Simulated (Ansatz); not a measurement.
# AlCo: response to uniaxial strain along a

Aim: apply uniaxial strain along a to AlCo from -3 to +3 %, where the lengths of b and c and the atoms relax, the angles are held, and follow energy, stress and any gap.

Method: DFT PBE, scalar-relativistic, plane waves, PAW, in Ansatz 0.2.0.

2 further runs of the same task are left out: 2 set aside as unsound or not needed.

### 1 The system as given

It takes space group Pm-3m (No. 221, cubic). The conventional cell has a = 2.852 Å, b = 2.852 Å, c = 2.852 Å, α = 90.00°, β = 90.00°, γ = 90.00°. Al (site symmetry m-3m) is surrounded by 8 Co at 2.47 Å. Around Co (site symmetry m-3m) lie 8 Al at 2.47 Å.

As a file:

```xyz
2
Lattice="2.8519 0.0000 0.0000 0.0000 2.8519 0.0000 0.0000 0.0000 2.8519" Properties=species:S:1:pos:R:3 pbc="T T T"
Al    0.0000    0.0000    0.0000
Co    1.4260    1.4260    1.4260
```

It goes back to an entry of the Materials Project.

It is the result of an earlier relaxation at this level (volume 11.60 Å³/atom; gap on the mesh: none (metal)).

The unstrained cell comes from an earlier run at this level (2 atoms, E(σ→0) -5664.8389 eV, gap none (metal)).

### 2 At -1.0 %

The input, input.yaml:

```yaml
crystal:
  lattice:
    - [2.8233833853, 0.0, 0.0]
    - [0.0, 2.8590321655, 0.0]
    - [0.0, 0.0, 2.8590321655]
  atoms:
    - { symbol: Al, position: [0.0, 0.0, 0.0] }
    - { symbol: Co, position: [0.5, 0.5, 0.5] }
basis:
  ecutwfc: 420
kpoints:
  mp_grid: { grid: [18, 18, 18] }
hamiltonian:
  xc: pbe
scf:
  occupations: { method: gaussian, width: 0.1 }
output:
  forces: true
  stress: true
  eigenvalues: true
relax:
  adjacent_minimum: "off"
  f_tol: 0.008
  max_steps: 40
  cell: { stress_tol: 0.015, fix: [a, angles] }
```

The run is started by

```
> ansatz run input.yaml --threads 1 --pin off --max-ram 2560MiB --backend cpu --events-out ev --progress --plain --runs-dir out
```

Further runs follow: At +1.0 %; the cell strained by -2.0 %; At +2.0 %; the cell strained by -3.0 %; strain +3.0 %.

**Question.** What will these runs give? Wanted: (1/V) d²E/dε² at zero strain, cubic fit; strain of the free axis b per applied strain.

The runs gave:

| quantity | value |
| --- | --- |
| largest energy cost | 8.7 meV/atom at -3.0 % |
| (1/V) d²E/dε² at zero strain, cubic fit | 233 GPa |
| strain of the free axis b per applied strain | -0.29 |

The curvature of the energy, 233 GPa, is Young's modulus along a, angles held. Compression by 3 % costs 8.7 meV/atom and stretching 6.5. The free axis b moves against the applied strain (factor -0.29). Spin polarisation is off in the runs that give these values; a magnetic solution could lie lower.
